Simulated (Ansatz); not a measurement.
**Bi2Se3 (Paraguanajuatite): relaxation of cell and atoms with PBE**

Crystal: Bi2Se3 (Paraguanajuatite).

```xyz
5
Lattice="2.0715 1.1960 9.5453 -2.0715 1.1960 9.5453 0.0000 -2.3920 9.5453" Properties=species:S:1:pos:R:3 pbc="T T T"
Bi    0.0000    0.0000   17.1587
Bi    0.0000    0.0000   11.4773
Se    0.0000    0.0000   22.5738
Se    0.0000    0.0000    6.0622
Se    0.0000    0.0000    0.0000
```

```json
{
 "Program": "Ansatz 0.2.0",
 "Task": "relaxation of cell and atoms",
 "Functional": "PBE",
 "Potentials or basis": "Ansatz PAW",
 "Cutoff": "420 eV (not typed: the program's choice for these potentials)",
 "k mesh": "8 × 8 × 8",
 "Occupations": "fermi-dirac, width 0.05 eV",
 "Spin": "no spin polarisation",
 "Target pressure": "20 GPa",
 "Target pressure (GPa)": "20"
}
```

```yaml
Relaxed_volume: 22.80 Å³/atom
Relaxed_cell: a = 9.112 Å, b = 9.112 Å, c = 9.112 Å, α = 24.45°, β = 24.45°, γ = 24.45°
Space_group_after_relaxing_to_0.05_Å: R-3m (No. 166)
Energy_change_on_relaxing_the_enthalpy_is_what_falls: +319.4 meV/atom
Ionic_steps: 6
Pressure_after_relaxing: 20.0 GPa
Largest_force_after_relaxing: 0.006 eV/Å
Band_gap_on_the_k_mesh: 0.12 eV, direct
```

Forces in eV/Å, atoms in the order of the input:
```
Bi   0.000  0.000 -0.006
Bi   0.000  0.000  0.006
Se   0.000  0.000 -0.002
Se   0.000  0.000  0.002
Se   0.000  0.000  0.000
```

The path:
```csv
step,energy change (eV),largest force (eV/Å),volume (Å³)
1,0.0000,0.1594,141.89
2,0.9673,1.0750,121.92
3,1.6147,0.2505,113.87
4,1.6214,0.0302,113.77
5,1.5928,0.0059,113.99
6,1.5969,0.0057,113.99
```

Final structure:
```
Bi Se
1.0
     1.92985    1.11420    8.83552
    -1.92985    1.11420    8.83552
     0.00000   -2.22840    8.83552
Bi Se
2 3
Direct
  0.59684 0.59684 0.59684
  0.40316 0.40316 0.40316
  0.79764 0.79764 0.79764
  0.20236 0.20236 0.20236
  0.00000 0.00000 0.00000
```

Levels at points of the mesh, in eV from the valence-band top:
| k point | band 37 | band 38 | band 39 | band 40 | band 41 | band 42 |
| --- | --- | --- | --- | --- | --- | --- |
| (0.00, 0.00, 0.00) | -1.76 | -1.76 | 0.00 | 0.12 | 0.80 | 0.80 |
| (0.00, 0.00, -0.50) | -4.06 | -1.76 | -0.59 | 0.23 | 0.83 | 2.42 |
| (0.00, -0.50, -0.50) | -3.05 | -2.63 | -1.34 | 0.16 | 1.74 | 2.41 |
| (-0.50, -0.50, -0.50) | -2.08 | -1.64 | -1.15 | 1.11 | 1.55 | 1.55 |

Wall time 81 s on 2 threads of Arm Neoverse V2 (shared host), peak memory 0.65 GiB.

Caveat: the volume moved by over 15 % at a fixed basis, so the end points are rough; the plane-wave basis is chosen anew once the cell has moved, so the energies of steps on either side of that aren't comparable; spin-orbit coupling is left out, which as a rule narrows the gap of such compounds by several tenths of an eV. A k mesh can miss the band edges.
